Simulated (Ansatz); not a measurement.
System: rock-salt LiI. Method: dielectric-dependent PBE hybrid (plane waves, PAW; Ansatz, a program for electronic structure).

Numerical settings: plane-wave cutoff 460 eV, 8×8×8 k mesh, Fermi–Dirac smearing 0.01 eV, scalar-relativistic PAW data made under PBE.

The cell has the measured lattice: a = b = c = 6.012 Å, α = β = γ = 90.00°.

Task: Give the computed band gap, smallest direct gap on the k points sampled and width of the whole s-p valence band.

Result: 
- band gap: 5.89 eV
- smallest direct gap on the k points sampled: 5.90 eV
- width of the whole s-p valence band: 12.69 eV

Measured, for comparison: band gap 6.4 eV (temperature not stated, not corrected to a static lattice, our sources range from 6.10 to 6.40; as tabulated in Aguado et al. (1998), arXiv:cond-mat/9809176).

Note: cell and atoms aren't relaxed at this level (pressure -0.3 GPa).

Spin–orbit coupling is not included; with these elements it can move the gap by several tenths of an eV or more.

The computed numbers hold no vibrational or temperature effects.

Computing time: about 5 core-minutes (a rough figure).
